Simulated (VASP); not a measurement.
Set up this calculation in VASP 6.6.1, as the native input.

| Item | Value |
| --- | --- |
| Task | relaxation of cell and atoms |
| Functional | PBE |
| Potentials or basis | VASP PAW PBE potentials, release 64 (Os) |
| Cutoff | 600 eV |
| k mesh | 10 × 10 × 10 |
| Occupations | fermi-dirac, width 0.08 eV |
| Spin | no spin polarisation |
| Dipole correction | no |
| Further INCAR settings | ALGO = Normal; EDIFF = 1e-06; IBRION = 2; EDIFFG = -0.005; NSW = 100; ISIF = 3 |

The structure of Os lies in POSCAR:

```
Os
1.0
    0.0000000000      3.0534473174      3.0534473174
    3.0534473174      0.0000000000      3.0534473174
    3.0534473174      3.0534473174      0.0000000000
Os
2
Direct
    0.0000000000      0.0000000000      0.0000000000
    0.2500000000      0.2500000000      0.2500000000
```

This isn't the form of Os at room conditions, which is hcp.

The cell isn't the ideal one: cell and atoms relaxed from a first guess.

These files were run (other wordings do the same):

INCAR

```
SYSTEM = Os
PREC = Accurate
ENCUT = 600
EDIFF = 1E-6
ISMEAR = -1
SIGMA = 0.08
LREAL = .False.
LASPH = .True.
NELM = 100
ALGO = Normal
ISIF = 3
LWAVE = .False.
LCHARG = .False.
GGA = PE
IBRION = 2
NSW = 100
EDIFFG = -0.005
```

KPOINTS

```
regular mesh
0
Gamma
  10 10 10
  0 0 0
```

Potentials or basis: VASP PAW PBE potentials, release 64 (Os).

Launch:

```console
$ cat potpaw_PBE.64/Os/POTCAR > POTCAR
$ mpirun -np 1 vasp_std > vasp.out
```

It gave:

| Property | Result |
| --- | --- |
| Relaxed volume | 21.34 Å³/atom |
| Relaxed cell | a = 3.922 Å, b = 3.922 Å, c = 3.922 Å, α = 60.00°, β = 60.00°, γ = 60.00° |
| Space group after relaxing (to 0.05 Å) | Fd-3m (No. 227) |
| Energy gained by relaxing | 879.5 meV/atom |
| Ionic steps | 18 |
| Pressure after relaxing | 0.0 GPa |
| Band gap on the k mesh | none (metal or under the smearing width) |

Caveat: the volume moved by over 15 % at a fixed basis, so the end points are rough.

Wall time 3 min on 1 thread of Intel(R) Xeon(R) Platinum 8488C (Sapphire Rapids), on a shared host, peak memory 0.23 GiB.
